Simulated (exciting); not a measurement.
# Pt (Fm-3m) in exciting: notebook

One crystal, Pt, is run at these levels: PBE; tasks: single point.

All numbers are computed with exciting (release sodium); they aren't measurements. Logs are shortened: lines on timing, memory, paths and dates and some standing lists are left out, and cuts for length are marked.

**1. The structure**

Symmetry: Fm-3m, No. 225, cubic system. The conventional cell has a = 3.922 Å, b = 3.922 Å, c = 3.922 Å, α = 90.00°, β = 90.00°, γ = 90.00°. Around Pt (site symmetry m-3m) lie 12 Pt at 2.77 Å.

**2. Single point, PBE**

input.xml reads:

```xml
<input>
  <title>Pt</title>
  <structure speciespath="./" tshift="false">
    <crystal scale="1">
      <basevect>0.000000000000 3.705563957779 3.705563957779</basevect>
      <basevect>3.705563957779 0.000000000000 3.705563957779</basevect>
      <basevect>3.705563957779 3.705563957779 0.000000000000</basevect>
    </crystal>
    <species speciesfile="Pt.xml" rmt="2.3">
      <atom coord="0.000000000000 0.000000000000 0.000000000000"/>
    </species>
  </structure>
  <groundstate do="fromscratch" ngridk="12 12 12" rgkmax="9" gmaxvr="14" lmaxapw="10" lmaxmat="10" lmaxvr="8" xctype="GGA_PBE" stype="Gaussian" swidth="0.00091873" nempty="12" ValenceRelativity="iora*" epsengy="1e-05" epspot="1e-05" maxscl="60" tforce="true" outputlevel="low"/>
</input>
```

Potentials or basis: all-electron LAPW+lo, shipped species files, valence relativity iora*.

Started as:

```sh
> OMP_NUM_THREADS=1 exciting_smp
```

INFO.OUT:

```text
================================================================================
EXCITING SODIUM started
[... 10 lines left out ...]

 Lattice vectors (cartesian) :
      0.0000000000      3.7055639578      3.7055639578
      3.7055639578      0.0000000000      3.7055639578
      3.7055639578      3.7055639578      0.0000000000

 Reciprocal lattice vectors (cartesian) :
     -0.8478041910      0.8478041910      0.8478041910
      0.8478041910     -0.8478041910      0.8478041910
      0.8478041910      0.8478041910     -0.8478041910

 Unit cell volume                           :     101.7637110958
 Brillouin zone volume                      :       2.4375114741

 Species :    1 (Pt)
     parameters loaded from                 :    Pt.xml
     name                                   :    platinum

     atomic positions (lattice) :
[... 7 lines left out ...]
 Number of crystal symmetries               :      48

 k-point grid                               :      12   12   12
 Total number of k-points                   :      72
 k-point set is reduced with crystal symmetries

 R^MT_min * |G+k|_max (rgkmax)              :       9.00000000

 G-vector grid sizes                        :      24    24    24
 Total number of G-vectors                  :    4693

 Total nuclear charge                       :     -78.00000000
 Total electronic charge                    :      78.00000000

 Number of empty states                     :      12
 Total number of valence states             :      28

 Exchange-correlation type                  :      20
     Perdew-Burke-Ernzerhof, Phys. Rev. Lett. 77, 3865 (1996)
     Generalised gradient approximation (GGA)

 Smearing scheme                            :    Gaussian
 Smearing width                             :       0.00091873

++++++++++++++++++++++++++++++++++++++++++++++++++++++++++++++++++++++++++++++++
+ Ending initialization                                                        +
++++++++++++++++++++++++++++++++++++++++++++++++++++++++++++++++++++++++++++++++

********************************************************************************
* Groundstate module started                                                   *
********************************************************************************
 Output level for this task is set to low

++++++++++++++++++++++++++++++++++++++++++++++++++++++++++++++++++++++++++++++++
[... 5 lines left out ...]
+ SCF iteration number :    1                                                  +
++++++++++++++++++++++++++++++++++++++++++++++++++++++++++++++++++++++++++++++++
 Total energy                               :    -18428.98238762
 _______________________________________________________________
 Fermi energy                               :         0.54595655
 DOS at Fermi energy (states/Ha/cell)       :       116.84828271
 Electron charge: Core leakage              :         0.00223448

++++++++++++++++++++++++++++++++++++++++++++++++++++++++++++++++++++++++++++++++
+ SCF iteration number :    2                                                  +
++++++++++++++++++++++++++++++++++++++++++++++++++++++++++++++++++++++++++++++++
 Total energy                               :    -18440.63277437
 _______________________________________________________________
 Fermi energy                               :         0.52100074
 DOS at Fermi energy (states/Ha/cell)       :       134.54235111
 Electron charge: Core leakage              :         0.00214480

 RMS change in effective potential (target) :  0.441964E-01  ( 0.100000E-04)
 Absolute change in total energy   (target) :   11.6504      ( 0.100000E-04)
 Charge distance                   (target) :  0.357819E-02  ( 0.100000E-04)
 Abs. change in max-nonIBS-force   (target) :   0.00000      ( 0.500000E-04)

++++++++++++++++++++++++++++++++++++++++++++++++++++++++++++++++++++++++++++++++
+ SCF iteration number :    3                                                  +
++++++++++++++++++++++++++++++++++++++++++++++++++++++++++++++++++++++++++++++++
 Total energy                               :    -18444.62611202
 _______________________________________________________________
 Fermi energy                               :         0.50766675
 DOS at Fermi energy (states/Ha/cell)       :       138.61684624
 Electron charge: Core leakage              :         0.00210664

 RMS change in effective potential (target) :  0.329233E-01  ( 0.100000E-04)
 Absolute change in total energy   (target) :   3.99334      ( 0.100000E-04)
 Charge distance                   (target) :  0.183413E-02  ( 0.100000E-04)
 Abs. change in max-nonIBS-force   (target) :   0.00000      ( 0.500000E-04)

++++++++++++++++++++++++++++++++++++++++++++++++++++++++++++++++++++++++++++++++
+ SCF iteration number :    4                                                  +
++++++++++++++++++++++++++++++++++++++++++++++++++++++++++++++++++++++++++++++++
 Total energy                               :    -18445.99491480
 _______________________________________________________________
 Fermi energy                               :         0.50401643
 DOS at Fermi energy (states/Ha/cell)       :       128.68047906
 Electron charge: Core leakage              :         0.00213206
[... 211 lines left out ...]
 RMS change in effective potential (target) :  0.325557E-07  ( 0.100000E-04)
 Absolute change in total energy   (target) :  0.106519E-04  ( 0.100000E-04)
 Charge distance                   (target) :  0.992694E-08  ( 0.100000E-04)
 Abs. change in max-nonIBS-force   (target) :   0.00000      ( 0.500000E-04)

++++++++++++++++++++++++++++++++++++++++++++++++++++++++++++++++++++++++++++++++
+ SCF iteration number :   20                                                  +
++++++++++++++++++++++++++++++++++++++++++++++++++++++++++++++++++++++++++++++++
 Total energy                               :    -18446.71771302
 _______________________________________________________________
 Fermi energy                               :         0.48888189
 DOS at Fermi energy (states/Ha/cell)       :       135.30772263
 Electron charge: Core leakage              :         0.00208362

 RMS change in effective potential (target) :  0.927011E-08  ( 0.100000E-04)
 Absolute change in total energy   (target) :  0.698237E-05  ( 0.100000E-04)
 Charge distance                   (target) :  0.636405E-08  ( 0.100000E-04)
 Abs. change in max-nonIBS-force   (target) :   0.00000      ( 0.500000E-04)

++++++++++++++++++++++++++++++++++++++++++++++++++++++++++++++++++++++++++++++++
+ SCF iteration number :   21                                                  +
++++++++++++++++++++++++++++++++++++++++++++++++++++++++++++++++++++++++++++++++
 Total energy                               :    -18446.71771093
 _______________________________________________________________
 Fermi energy                               :         0.48888189
 DOS at Fermi energy (states/Ha/cell)       :       135.30770653
 Electron charge: Core leakage              :         0.00208362

 RMS change in effective potential (target) :  0.340367E-08  ( 0.100000E-04)
 Absolute change in total energy   (target) :  0.208693E-05  ( 0.100000E-04)
 Charge distance                   (target) :  0.199259E-08  ( 0.100000E-04)
 Abs. change in max-nonIBS-force   (target) :   0.00000      ( 0.500000E-04)

++++++++++++++++++++++++++++++++++++++++++++++++++++++++++++++++++++++++++++++++
| Convergency criteria checked for the last 2 iterations                       +
| Convergence targets achieved. Performing final SCF iteration                 +
++++++++++++++++++++++++++++++++++++++++++++++++++++++++++++++++++++++++++++++++
 Total energy                               :    -18446.71771160
 _______________________________________________________________
 Fermi energy                               :         0.48888189
 DOS at Fermi energy (states/Ha/cell)       :       135.30771137
 Electron charge: Core leakage              :         0.00208362

++++++++++++++++++++++++++++++++++++++++++++++++++++++++++++++++++++++++++++++++
+ Self-consistent loop stopped                                                 +
++++++++++++++++++++++++++++++++++++++++++++++++++++++++++++++++++++++++++++++++
 STATE.OUT is written

--------------------------------------------------------------------------------
- Writing atomic positions and forces                                          -
--------------------------------------------------------------------------------

 Atomic positions (lattice) :
 atom     1  Pt  :     0.00000000    0.00000000    0.00000000

 Total atomic forces including IBS (cartesian) :
 atom     1  Pt  :     0.00000000    0.00000000    0.00000000

 Atomic force components including IBS (cartesian) :
 atom     1  Pt  :     0.00000000    0.00000000    0.00000000   HF force
                 :     0.00000000    0.00000000    0.00000000   core correction
                 :     0.00000000    0.00000000    0.00000000   IBS correction

********************************************************************************
[... 7 lines left out ...]
| EXCITING SODIUM stopped                                                      =
================================================================================
```

It took 41 s on 1 thread of Intel Xeon Platinum 8488C (Sapphire Rapids), shared host; peak memory 0.1 GiB.

Results:

```
Free energy            : -501960.7622 eV
Band gap on the k mesh : none (metal or under the smearing width)
```

Levels at points of the mesh, in eV from the Fermi level:
```
           k point  band 11  band 12  band 13  band 14  band 15  band 16  band 17  band 18  band 19  band 20
(0.00, 0.00, 0.00)   -10.26    -3.83    -3.83    -3.83    -1.67    -1.67    14.59    19.53    19.53    19.53
(0.50, 0.00, 0.00)    -7.37    -3.89    -3.89    -0.50     0.02     0.02     5.86    14.16    18.93    18.93
(0.50, 0.50, 0.00)    -7.12    -6.66    -0.02     0.48     0.48     1.75     8.91    11.37    11.37    20.47
```

Caveat: the log's total energy holds no entropy term; the free energy is that total less TS from the occupations.

**3. Single point, PBE**

input.xml: that of step 2 with these lines changed.

```diff
@@ -12,3 +12,3 @@
   </structure>
-  <groundstate do="fromscratch" ngridk="12 12 12" rgkmax="9" gmaxvr="14" lmaxapw="10" lmaxmat="10" lmaxvr="8" xctype="GGA_PBE" stype="Gaussian" swidth="0.00091873" nempty="12" ValenceRelativity="iora*" epsengy="1e-05" epspot="1e-05" maxscl="60" tforce="true" outputlevel="low"/>
+  <groundstate do="fromscratch" ngridk="12 12 12" rgkmax="9" gmaxvr="14" lmaxapw="10" lmaxmat="10" lmaxvr="8" xctype="GGA_PBE" stype="Gaussian" swidth="0.00095548" nempty="12" ValenceRelativity="iora*" epsengy="1e-05" epspot="1e-05" maxscl="60" tforce="true" outputlevel="high"/>
 </input>
```

Potentials or basis: all-electron LAPW+lo, shipped species files, valence relativity iora*.

Started as:

```sh
> OMP_NUM_THREADS=1 exciting_smp
```

Wall time 48 s (1 thread of Intel Xeon Platinum 8488C (Sapphire Rapids), shared host); peak memory 0.1 GiB.

The run converged. Its results:

* Free energy: -501960.7622 eV
* Band gap on the k mesh: none (metal or under the smearing width)
* All electrons inside the program's atomic spheres: Pt 75.77 (radii Pt 2.3 bohr)

Levels at points of the mesh, in eV from the Fermi level:
| k point | band 11 | band 12 | band 13 | band 14 | band 15 | band 16 | band 17 | band 18 | band 19 | band 20 |
| --- | --- | --- | --- | --- | --- | --- | --- | --- | --- | --- |
| (0.00, 0.00, 0.00) | -10.26 | -3.83 | -3.83 | -3.83 | -1.67 | -1.67 | 14.59 | 19.53 | 19.53 | 19.53 |
| (0.50, 0.00, 0.00) | -7.37 | -3.89 | -3.89 | -0.50 | 0.02 | 0.02 | 5.86 | 14.16 | 18.93 | 18.93 |
| (0.50, 0.50, 0.00) | -7.12 | -6.66 | -0.02 | 0.48 | 0.48 | 1.75 | 8.91 | 11.37 | 11.37 | 20.47 |

Caveat: the log's total energy holds no entropy term; the free energy is that total less TS from the occupations.
